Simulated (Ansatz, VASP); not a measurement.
## One calculation of Ge, two programs

```
Ge
1.0
     4.02238    0.00000    0.00000
    -2.01119    3.48348    0.00000
     0.00000    0.00000   28.00000
Ge
2
Direct
  0.33333 0.66667 0.51221
  0.66667 0.33333 0.48779
```

Alike in both runs: task single point; functional PBE; dispersion D3(BJ); k mesh 12 × 12 × 1; occupations gaussian, width 0.1 eV; no spin polarisation.

|  | VASP | Ansatz |
| --- | --- | --- |
| version | VASP 6.6.1 | Ansatz 0.2.0 |
| potentials or method | VASP PAW PBE potentials, release 64 (Ge_d) | scalar-relativistic, plane waves, PAW |
| plane-wave cutoff (eV) | 520 | 420 |
| valence electrons in the cell | 28 | 28 |

VASP gave:

| Item | Value |
| --- | --- |
| gap on the k mesh at the Fermi level (eV) | none |
| rms of the force components (eV/Å) | 0.004 |
| work function, face that differs most (eV) | 4.46 |

Estimate Ansatz's values.

gap on the k mesh at the Fermi level (eV): none; rms of the force components (eV/Å): 0.001; work function, face that differs most (eV): 4.47.

Atom by atom the forces differ by 0.002 eV/Å (rms over components). A gap of «none» marks a metal or a gap that the smearing closes.
